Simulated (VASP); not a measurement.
Crystal: PbS (Galena).

```
Pb S
1.0
     0.00000    2.96575    2.96575
     2.96575    0.00000    2.96575
     2.96575    2.96575    0.00000
Pb S
1 1
Direct
  0.00000 0.00000 0.00000
  0.50000 0.50000 0.50000
```

| Quantity | Value |
| --- | --- |
| Program | VASP 6.6.1 |
| Task | relaxation of cell and atoms |
| Functional | vdW-DF |
| Potentials or basis | VASP PAW PBE potentials, release 64 (Pb_d, S) |
| Cutoff | 600 eV |
| k mesh | 8 × 8 × 8 |
| Occupations | fermi-dirac, width 0.05 eV |
| Spin | no spin polarisation |

At the start: pressure 5.2 GPa; volume 26.09 Å³/atom.

**Question.** Where does the relaxation end?

**Answer.** Over 3 steps the energy falls by 36.2 meV/atom and the volume is 28.50 Å³/atom (+9.2 %); space group Fm-3m (No. 225, to 0.05 Å).

The path:
| step | energy change (eV) | largest force (eV/Å) | pressure (GPa) | volume (Å³) |
| --- | --- | --- | --- | --- |
| 1 | 0.0000 | 0.0000 | 5.19 | 52.17 |
| 2 | -0.0643 | 0.0000 | -1.40 | 58.82 |
| 3 | -0.0724 | 0.0000 | 0.03 | 56.99 |

Final structure:
```
CELL_PARAMETERS angstrom
0.00000 3.05445 3.05445
3.05445 0.00000 3.05445
3.05445 3.05445 0.00000
ATOMIC_POSITIONS crystal
Pb 0.00000 0.00000 0.00000
S 0.50000 0.50000 0.50000
```

Caveat: the PAW data sets were made with another functional, which shifts forces and pressure a little.
